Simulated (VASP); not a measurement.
# Results of a VASP single-point calculation on MgF₂ (strained rutile)

POSCAR

```
Mg F
 1.0000000000000000
     4.4371353547999997    0.0000000000000000    0.0000000000000000
     0.0000000000000000    4.4371353547999997    0.0000000000000000
     0.0000000000000000    0.0000000000000000    3.1342963774000001
 Mg  F
   2   4
Cartesian
 -0.0000000000000000 -0.0000000000000000 -0.0000000000000000
  2.2185676773999998  2.2185676773999998  1.5671481887000005
  1.3507875462619385  1.3507875462619385 -0.0000000000000000
  0.8677801311380616  3.5693552236619386  1.5671481887000005
  3.5693552236619386  0.8677801311380616  1.5671481887000005
  3.0863478085380609  3.0863478085380609 -0.0000000000000000
```

```json
{"gap between bands v and c": "7.39 eV", "least direct gap": "7.39 eV"}
```

Band v is the last that the valence electrons fill when counted band by band, and c is the next. Levels in eV from the top of v:

```
point    v−1      v      c    c+1
    Γ  -0.24   0.00   7.39  12.47
    X  -0.37  -0.37   9.92   9.92
    M  -0.71  -0.71  11.68  11.68
    Z  -0.86  -0.86  11.98  11.98
    R  -0.65  -0.65  13.09  13.09
    A  -0.42  -0.42  13.54  13.54
```

Problem. Which of these levels of theory gave these results?
A. PBE0
B. HSE06
C. PBE
D. PBE with spin–orbit coupling
E. r²SCAN
F. LDA
G. PBEsol

Solution. C.

The INCAR was:

```
ISMEAR = -1
SIGMA = 0.02
EDIFF = 1E-7
GGA = PE
NELM = 120
LREAL = .FALSE.
PREC = Accurate
LASPH = .TRUE.
LCHARG = .FALSE.
ENCUT = 520
NBANDS = 25
IBRION = -1
LWAVE = .FALSE.
NSW = 0
ISIF = 2
```
